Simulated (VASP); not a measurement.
# Zn4O3 (a cell with a defect) (zincite) in VASP: notebook

The runs below take Zn4O3 (a cell with a defect) (zincite) through single point, with LDA.

All numbers are computed with VASP 6.6.1; they aren't measurements. Logs are shortened: lines on timing, memory, paths and dates and some standing lists are left out, and cuts for length are marked.

### Step 1. Starting point

The cell holds a defect, 7 atoms: a = 3.249 Å, b = 6.499 Å, c = 5.206 Å, α = 90.00°, β = 90.00°, γ = 120.00°.

### Step 2. Single point, LDA

INCAR reads:

```
SYSTEM = Zn4O3
PREC     = Accurate       ! precision mode
ENCUT    = 520            ! plane-wave cutoff, eV
EDIFF    = 1E-6           ! SCF threshold, eV
ISMEAR   = -1             ! smearing method
SIGMA    = 0.1            ! smearing width, eV
LREAL    = .False.        ! projectors in reciprocal space
LASPH    = .True.         ! aspherical terms in the spheres
NELM     = 100            ! most SCF steps
ALGO     = Normal         ! electronic algorithm
ISIF     = 2              ! what is computed and relaxed
LWAVE    = .False.        ! write WAVECAR
LCHARG   = .False.        ! write CHGCAR
NBANDS   = 42             ! bands
```

KPOINTS reads:

```
regular mesh
0
Gamma
  3 3 2
  0 0 0
```

POSCAR reads:

```
Zn4O3
1.0
    3.2493080000      0.0000000000      0.0000000000
   -3.2493080000      5.6279660000      0.0000000000
    0.0000000000      0.0000000000      5.2057090000
Zn O
4 3
Direct
    0.3333333926      0.3333333926      0.4999999040
    0.6666666074      0.1666666074      0.0000000000
    0.3333333926      0.8333333926      0.4999999040
    0.6666666074      0.6666666074      0.0000000000
    0.6630800541      0.1630800541      0.3788513726
    0.6666666074      0.6666666074      0.3790100445
    0.3333333926      0.8333333926      0.8790099485
```

Potentials or basis: VASP PAW LDA potentials, release 64 (Zn, O).

Launch:

```
cat potpaw_LDA.64/Zn/POTCAR potpaw_LDA.64/O/POTCAR > POTCAR
mpirun -np 1 vasp_std > vasp.out
```

OUTCAR:

```text
SYSTEM = Zn4O3
   PREC = Accurate
   ENCUT = 520
   EDIFF = 1E-6
   ISMEAR = -1
   LREAL = .False.
   LASPH = .True.
   NELM = 100
   ISIF = 2

 ion  position               nearest neighbor table
   1  0.333  0.333  0.500-   6 1.98   5 1.99   5 1.99
   2  0.667  0.167  0.000-   5 1.97   7 1.98
   3  0.333  0.833  0.500-   5 1.96   7 1.97   6 1.98   6 1.98
   4  0.667  0.667  0.000-   6 1.97   7 1.98   7 1.98
   5  0.663  0.163  0.379-   3 1.96   2 1.97   1 1.99   1 1.99
   6  0.667  0.667  0.379-   4 1.97   1 1.98   3 1.98   3 1.98
   7  0.333  0.833  0.879-   3 1.97   2 1.98   4 1.98   4 1.98

  LATTYP: Found a simple orthorhombic cell.
 ALAT       =     3.2493080000
 B/A-ratio  =     1.6020977390
 C/A-ratio  =     1.7320506397

  Lattice vectors:

 A1 = (  -3.2493080000,   0.0000000000,   0.0000000000)
 A2 = (   0.0000000000,   0.0000000000,   5.2057090000)
 A3 = (   0.0000000000,   5.6279660000,   0.0000000000)

Analysis of symmetry for initial positions (statically):
=====================================================================
 Subroutine PRICEL returns:
 Original cell was already a primitive cell.

 Routine SETGRP: Setting up the symmetry group for a
 simple orthorhombic supercell.

 Subroutine GETGRP returns: Found  2 space group operations
 (whereof  2 operations were pure point group operations)
 out of a pool of  8 trial point group operations.

The static configuration has the point symmetry C_1h.

Analysis of symmetry for dynamics (positions and initial velocities):
=====================================================================
 Subroutine PRICEL returns:
 Original cell was already a primitive cell.

 Routine SETGRP: Setting up the symmetry group for a
 simple orthorhombic supercell.

 Subroutine GETGRP returns: Found  2 space group operations
 (whereof  2 operations were pure point group operations)
 out of a pool of  8 trial point group operations.

The dynamic configuration has the point symmetry C_1h.

 Subroutine INISYM returns: Found  2 space group operations
 (whereof  2 operations are pure point group operations),
 and found     1 'primitive' translations

----------------------------------------------------------------------------------------

                                     Primitive cell

  volume of cell :      95.1968

  direct lattice vectors                    reciprocal lattice vectors
     3.249308000  0.000000000  0.000000000     0.307757836  0.177684087  0.000000000
    -3.249308000  5.627966000  0.000000000     0.000000000  0.177684087  0.000000000
     0.000000000  0.000000000  5.205709000     0.000000000  0.000000000  0.192096792

  length of vectors
     3.249308000  6.498615528  5.205709000     0.355368148  0.177684087  0.192096792

  position of ions in fractional coordinates (direct lattice)
     0.333333393  0.333333393  0.499999904
     0.666666607  0.166666607  0.000000000
     0.333333393  0.833333393  0.499999904
     0.666666607  0.666666607  0.000000000
     0.663080054  0.163080054  0.378851373
     0.666666607  0.666666607  0.379010044
     0.333333393  0.833333393  0.879009948

  ion indices of the primitive-cell ions
   primitive index   ion index
                 1           1
                 2           2
                 3           3
                 4           4
                 5           5
                 6           6
                 7           7

----------------------------------------------------------------------------------------

 KPOINTS: regular mesh

Automatic generation of k-mesh.
 Grid dimensions read from file:
 generate k-points for:    3    3    2

 Generating k-lattice:

  Cartesian coordinates                     Fractional coordinates (reciprocal lattice)
     0.102585945  0.059228029  0.000000000     0.333333333  0.000000000  0.000000000
     0.000000000  0.059228029  0.000000000     0.000000000  0.333333333  0.000000000
     0.000000000  0.000000000  0.096048396     0.000000000  0.000000000  0.500000000

  Length of vectors
     0.118456049  0.059228029  0.096048396

  Shift w.r.t. Gamma in fractional coordinates (k-lattice)
     0.000000000  0.000000000  0.000000000

 Subroutine IBZKPT returns following result:
 ===========================================

 Found      8 irreducible k-points:

 Following reciprocal coordinates:
            Coordinates               Weight
  0.000000  0.000000  0.000000      1.000000
  0.333333  0.000000  0.000000      4.000000
  0.000000  0.333333  0.000000      2.000000
 -0.333333  0.333333  0.000000      2.000000
  0.000000  0.000000  0.500000      1.000000
  0.333333  0.000000  0.500000      4.000000
  0.000000  0.333333  0.500000      2.000000
 -0.333333  0.333333  0.500000      2.000000
   k-points           NKPTS =      8   k-points in BZ     NKDIM =      8   number of bands    NBANDS=     42
   number of dos      NEDOS =    301   number of ions     NIONS =      7
   total plane-waves  NPLWV =  46080
   dimension x,y,z NGX =    24 NGY =   48 NGZ =   40
   dimension x,y,z NGXF=    48 NGYF=   96 NGZF=   80
   ions per type =               4   3
   NGX,Y,Z   is equivalent  to a cutoff of  12.28, 12.28, 12.77 a.u.
   NGXF,Y,Z  is equivalent  to a cutoff of  24.56, 24.56, 25.55 a.u.
 SYSTEM =  Zn4O3
   PREC   = accura    normal or accurate (medium, high low for compatibility)
   ISTART =      0    job   : 0-new  1-cont  2-samecut
   ICHARG =      2    charge: 1-file 2-atom 10-const
   ISPIN  =      1    spin polarized calculation?
   LNONCOLLINEAR =      F non collinear calculations
   LSORBIT =      F    spin-orbit coupling
   LASPH  =      T    aspherical Exc in radial PAW
   ENCUT  =  520.0 eV  38.22 Ry    6.18 a.u.   6.04 12.08  9.68*2*pi/ulx,y,z
   NELM   =    100;   NELMIN=  2; NELMDL= -5     # of ELM steps
   EDIFF  = 0.1E-05   stopping-criterion for ELM
   LREAL  =      F    real-space projection
   EDIFFG = 0.1E-04   stopping-criterion for IOM
   NSW    =      0    number of steps for IOM
   IBRION =     -1    ionic relax: 0-MD 1-quasi-New 2-CG
   NFREE  =      0    steps in history (QN), initial steepest desc. (CG)
   ISIF   =      2    stress and relaxation
   ISYM   =      2    0-nonsym 1-usesym 2-fastsym
   POTIM  = 0.5000    time-step for ionic-motion
   TEBEG  =    0.0;   TEEND  =   0.0 temperature during run
   PSTRESS=    0.0 pullay stress
   NELECT =      66.0000    total number of electrons
   NUPDOWN=      -1.0000    fix difference up-down
   EMIN   =  10.00;   EMAX   =-10.00  energy-range for DOS
   EFERMI =   0.00;   METHOD = LEGACY
   ISMEAR =    -1;   SIGMA  =   0.10  broadening in eV -4-tet -1-fermi 0-gaus
   EFERMI_NEDOS =   21; number of points for ismear=-14 and -15
   IALGO  =     38    algorithm
   IMIX   =      4    mixing-type and parameters
     AMIX     =   0.40;   BMIX     =  1.00
     AMIX_MAG =   1.60;   BMIX_MAG =  1.00
  volume/ion in A,a.u.               =      13.60        91.77
  Fermi-wavevector in a.u.,A,eV,Ry     =   1.448934  2.738089 28.564220  2.099411
  Thomas-Fermi vector in A             =   2.566719
   LORBIT       =      0    0 simple, 1 ext, 2 COOP (PROOUT), +10 PAW based schemes
   GGA     = CA    functional components
   LHFCALC =     F    Hartree Fock is set to
   AEXX    =    0.0000 exact exchange contribution
   IVDW    =     0    specifies the selected vdW correction
   LEPSILON=     F    determine dielectric tensor
   LRPA    =     F    only Hartree local field effects (RPA)
 non-spin polarized calculation
  energy-cutoff  :      520.00
  volume of cell :       95.20
 maximum number of plane-waves:      2574
   NGX = 13   NGY = 25   NGZ = 19

 number of electron      66.0000025 magnetization

 Free energy of the ion-electron system (eV)
  ---------------------------------------------------
  ext. energy  EPLUGINS =         0.00000000
  ---------------------------------------------------
  free energy    TOTEN  =       -32.17928348 eV

  energy without entropy =      -32.17432824  energy(sigma->0) =      -32.17680586

 E-fermi :   1.8794     XC(G=0): -11.0395

 val. band max:        1.3855066773   @ k =   0.3333   0.0000   0.5000
 cond. band min:       2.2048446670   @ k =   0.0000   0.0000   0.5000
 fundamental gap:      0.8193379898
 Fermi energy:         1.8794239387

 k-point     1 :       0.0000    0.0000    0.0000
  band No.  band energies     occupation
      1     -17.3575      2.00000
      2     -16.7972      2.00000
      3     -16.6368      2.00000
      4      -5.7775      2.00000
      5      -5.6238      2.00000
      6      -5.5683      2.00000
[... 34 lines left out ...]
     41      11.3210      0.00000
     42      11.3216      0.00000

 k-point     2 :       0.3333    0.0000    0.0000
  band No.  band energies     occupation
      1     -16.9701      2.00000
      2     -16.7170      2.00000
      3     -16.5882      2.00000
      4      -5.7905      2.00000
      5      -5.6529      2.00000
      6      -5.4886      2.00000
[... 34 lines left out ...]
     41       9.5713      0.00000
     42      10.4044      0.00000

 k-point     3 :       0.0000    0.3333    0.0000
  band No.  band energies     occupation
      1     -17.2699      2.00000
      2     -16.8832      2.00000
      3     -16.6457      2.00000
      4      -5.8843      2.00000
      5      -5.6796      2.00000
      6      -5.5058      2.00000
[... 34 lines left out ...]
     41      10.8211      0.00000
     42      11.0124      0.00000

 k-point     4 :      -0.3333    0.3333    0.0000
  band No.  band energies     occupation
      1     -17.0182      2.00000
      2     -16.6367      2.00000
      3     -16.6230      2.00000
      4      -5.7222      2.00000
      5      -5.5915      2.00000
      6      -5.5164      2.00000
[... 34 lines left out ...]
     41       9.3987      0.00000
     42       9.7099      0.00000

 k-point     5 :       0.0000    0.0000    0.5000
  band No.  band energies     occupation
      1     -17.1455      2.00000
      2     -16.9656      2.00000
      3     -16.6686      2.00000
      4      -5.9987      2.00000
      5      -5.8947      2.00000
      6      -5.8176      2.00000
[... 34 lines left out ...]
     41      10.9878      0.00000
     42      11.2751      0.00000

 k-point     6 :       0.3333    0.0000    0.5000
  band No.  band energies     occupation
      1     -16.7948      2.00000
      2     -16.7814      2.00000
      3     -16.6718      2.00000
      4      -5.9599      2.00000
      5      -5.8361      2.00000
      6      -5.7000      2.00000
[... 34 lines left out ...]
     41       9.3051      0.00000
     42      10.4242      0.00000

 k-point     7 :       0.0000    0.3333    0.5000
  band No.  band energies     occupation
      1     -17.0314      2.00000
      2     -16.9618      2.00000
      3     -16.7922      2.00000
      4      -6.0286      2.00000
      5      -5.9692      2.00000
      6      -5.7679      2.00000
[... 34 lines left out ...]
     41      10.7512      0.00000
     42      10.9962      0.00000

 k-point     8 :      -0.3333    0.3333    0.5000
  band No.  band energies     occupation
      1     -16.8556      2.00000
      2     -16.7838      2.00000
      3     -16.6121      2.00000
      4      -5.8526      2.00000
      5      -5.8234      2.00000
      6      -5.5793      2.00000
[... 34 lines left out ...]
     41       9.2430      0.00000
     42       9.5039      0.00000

------------------------ aborting loop because EDIFF is reached ----------------------------------------

  FORCE on cell =-STRESS in cart. coord.  units (eV):
  Direction    XX          YY          ZZ          XY          YZ          ZX
  --------------------------------------------------------------------------------------
  -------------------------------------------------------------------------------------
  Total       -5.1983913     -5.0398091     -4.2398991      0.0000000     -0.1001037      0.0000000
  in kB      -87.4897784    -84.8208143    -71.3581976      0.0000000     -1.6847619      0.0000000
  external PRESSURE =     -81.2229301 kB  Pullay stress =       0.0000000 kB

 VOLUME and BASIS-vectors are now :
 -----------------------------------------------------------------------------
  energy-cutoff  :      520.00
  volume of cell :       95.20
      direct lattice vectors                 reciprocal lattice vectors
     3.249308000  0.000000000  0.000000000     0.307757836  0.177684087  0.000000000
    -3.249308000  5.627966000  0.000000000     0.000000000  0.177684087  0.000000000
     0.000000000  0.000000000  5.205709000     0.000000000  0.000000000  0.192096792

 POSITION                                       TOTAL-FORCE (eV/Angst)
 -----------------------------------------------------------------------------------
      0.00000      1.87599      2.60285        -0.000000     -0.010740      0.480970
      1.62465      0.93799      0.00000         0.000000      0.781255     -0.516392
     -1.62465      4.68997      2.60285        -0.000000     -0.101985      0.029388
      0.00000      3.75198      0.00000        -0.000000     -0.602927     -0.181520
      1.62465      0.91781      1.97219        -0.000000      0.012732     -0.001284
      0.00000      3.75198      1.97302        -0.000000     -0.002887      0.010389
     -1.62465      4.68997      4.57587        -0.000000     -0.075448      0.178450
 -----------------------------------------------------------------------------------
    total drift:                                0.000001      0.000317     -0.000659

  FREE ENERGIE OF THE ION-ELECTRON SYSTEM (eV)
  ---------------------------------------------------
  free  energy   TOTEN  =       -32.1792834766 eV

  energy  without entropy=      -32.1743282388  energy(sigma->0) =      -32.17680586
```

Wall time 18 s (1 thread of Intel Xeon 6975P-C (Granite Rapids), shared host); peak memory 0.17 GiB.

What came out:

- Free energy: -32.1793 eV
- Pressure: -8.1 GPa
- Largest force: 0.936 eV/Å
- Band gap on the k mesh: 0.82 eV, indirect (least direct gap 1.61 eV)

Forces in eV/Å, atoms in the order of the input:
```
Zn   0.000 -0.011  0.481
Zn   0.000  0.781 -0.516
Zn   0.000 -0.102  0.029
Zn   0.000 -0.603 -0.182
O    0.000  0.013 -0.001
O    0.000 -0.003  0.010
O    0.000 -0.075  0.178
```

Caveat: the k mesh is coarse (spacing up to 0.74 Å⁻¹), so the values aren't converged.

### Step 3. Single point, LDA

INCAR reads:

```
SYSTEM = Zn4O3
  PREC = Accurate
  ENCUT = 520
  EDIFF = 1E-6
  ISMEAR = -1
  SIGMA = 0.1
  LREAL = .False.
  LASPH = .True.
  NELM = 100
  ALGO = Fast
  ISIF = 2
  LWAVE = .False.
  LCHARG = .False.
  GGA = CA
  NBANDS = 42
```

KPOINTS is that of step 2.

POSCAR: that of step 2 with these lines changed.

```diff
@@ -12,3 +12,3 @@
     0.6666666074      0.6666666074      0.0000000000
-    0.6630800541      0.1630800541      0.3788513726
+    0.7103116175      0.2129586426      0.6150487859
     0.6666666074      0.6666666074      0.3790100445
```

Potentials or basis: VASP PAW LDA potentials, release 64 (Zn, O).

Launch:

```
cat potpaw_LDA.64/Zn/POTCAR potpaw_LDA.64/O/POTCAR > POTCAR
mpirun -np 1 vasp_std > vasp.out
```

It took 23 s on 1 thread of Intel Xeon 6975P-C (Granite Rapids), shared host; peak memory 0.17 GiB.

The run converged. Its results:

* Free energy: -31.3975 eV
* Pressure: -5.2 GPa
* Largest force: 1.502 eV/Å
* Band gap on the k mesh: 0.36 eV, indirect (least direct gap 0.77 eV)

Forces on the atoms (eV/Å):
```
Zn  -0.151  0.395 -0.902
Zn   0.001  0.610 -0.151
Zn  -0.003  0.397  0.269
Zn  -0.002 -0.156  0.302
O    0.159 -0.621 -0.375
O   -0.008  0.776  0.318
O    0.004 -1.401  0.541
```

Stress tensor (GPa, compression positive):
```
-6.39 -0.20  0.17
-0.20 -6.93 -2.17
 0.17 -2.17 -2.35
```

Levels at points of the mesh, in eV from the valence-band top:
```csv
k point,band 29,band 30,band 31,band 32,band 33,band 34,band 35,band 36,band 37,band 38
"(0.00, 0.00, 0.00)",-2.92,-2.49,-2.18,-1.68,-1.43,1.90,2.42,4.54,4.66,6.47
"(0.00, 0.00, 0.50)",-2.94,-2.42,-1.76,-1.75,-0.41,0.36,3.05,3.92,4.72,5.29
```

Caveat: the k mesh is coarse (spacing up to 0.74 Å⁻¹), so the values aren't converged. Expect the measured gap to be larger: semilocal functionals such as LDA lack the derivative discontinuity.
